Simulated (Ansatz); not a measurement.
Crystal: BaTiO3.

```
Ba Ti O
1.0
     4.00730    0.00000    0.00000
     0.00000    4.00730    0.00000
     0.00000    0.00000    4.00730
Ba Ti O
1 1 3
Direct
  0.50903 0.45529 0.50668
  0.94374 0.06998 0.95431
  0.52053 0.00683 0.05543
  0.01265 0.49197 0.05272
  0.01405 0.97593 0.43085
```

The cell isn't the ideal one: all atoms moved at random, sigma 0.15 Å a component.

Program: Ansatz 0.2.0. Alike in all runs: task projected density of states; potentials or basis Ansatz PAW; no spin polarisation; cell all atoms moved at random, sigma 0.15 Å a component; k mesh 7 × 7 × 7; cutoff (eV) 500; smearing fermi-dirac 0.05 eV.

**Question.** Order these runs on this cell by their pressure, lowest first.
A. level r2SCAN+U; U Ti d U = 4 eV; hubbard projectors ortho-atomic (the default); double counting fll (the default)
B. level r2SCAN+U; U Ti d U = 8 eV; hubbard projectors ortho-atomic (the default); double counting fll (the default)
C. level r2SCAN

**Answer.** C (9.0 GPa), A (10.8 GPa), B (13.0 GPa).

Caveats: odd divisions of the mesh miss points on the zone boundary, where band edges often lie, so the gap on the mesh can be too wide; spin-orbit coupling is left out, which moves the levels of the heavy elements; the PAW data sets come from PBE, with cores solved anew for the run's functional, which leaves a small shift of forces and pressure; forces of over 1 eV/Å show positions far from the minimum, so gaps and moduli don't describe the material at rest; the density of states is complete only up to the lowest level of the last band computed.
